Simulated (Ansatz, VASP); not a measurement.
**Be4Se: VASP beside Ansatz**

Contents of INCAR:

```
  PREC = Accurate
  ENCUT = 600
  EDIFF = 1E-7
  ISMEAR = 0
  SIGMA = 0.1
  LREAL = F
  LASPH = T
  NELM = 80
  ALGO = Normal
  ISIF = 3
  LWAVE = F
  LCHARG = F
  GGA = PE
  IBRION = 2
  NSW = 100
  EDIFFG = -0.01
```

Contents of KPOINTS:

```
Automatic mesh
0
Gamma
  10 10 10
```

POSCAR

```
Be4Se
1.0
    3.9579943823      0.0000000000      0.0000000000
    0.0000000000      3.9579943823      0.0000000000
    0.0000000000      0.0000000000      3.9579943823
Be Se
4 1
Direct
    0.0000000000      0.0000000000      0.0000000000
    0.5000000000      0.0000000000      0.0000000000
    0.0000000000      0.5000000000      0.0000000000
    0.0000000000      0.0000000000      0.5000000000
    0.5000000000      0.5000000000      0.5000000000
```

Input for Ansatz:

```yaml
crystal:
  lattice:
    - [3.9579943823, 0.0, 0.0]
    - [0.0, 3.9579943823, 0.0]
    - [0.0, 0.0, 3.9579943823]
  atoms:
    - { symbol: Be, position: [0.0, 0.0, 0.0] }
    - { symbol: Be, position: [0.5, 0.0, 0.0] }
    - { symbol: Be, position: [0.0, 0.5, 0.0] }
    - { symbol: Be, position: [0.0, 0.0, 0.5] }
    - { symbol: Se, position: [0.5, 0.5, 0.5] }
basis:
  ecutwfc: 420
kpoints:
  mp_grid: { grid: [10, 10, 10] }
hamiltonian:
  xc: pbe
scf:
  occupations: { method: gaussian, width: 0.1 }
output:
  forces: true
  stress: true
  eigenvalues: true
  write_density: true
  write_potential: true
  elf: true
  volumetric_format: npy
relax:
  adjacent_minimum: "off"
  f_tol: 0.01
  max_steps: 80
  cell: { stress_tol: 0.05 }
```

Alike in both runs: task relaxation of cell and atoms; functional PBE; k mesh 10 × 10 × 10; occupations gaussian, width 0.1 eV; no spin polarisation.

```csv
,VASP,Ansatz
version,VASP 6.6.1,Ansatz 0.2.0
potentials or method,"VASP PAW PBE potentials, release 64 (Be, Se)","scalar-relativistic, plane waves, PAW"
plane-wave cutoff (eV),600,420
valence electrons in the cell,14,24
```

```tsv
	VASP	Ansatz	Ansatz less VASP
gap on the k mesh at the Fermi level, each at its own relaxed structure (eV)	none	none	-
relaxed volume (Å³/atom)	12.46	12.46	0.000
relaxed cell length with the largest relative difference (Å)	3.964	3.964	0.0000
```

A gap of «none» marks a metal or a gap that the smearing closes. The two sets of potentials don't hold the same shells in valence.
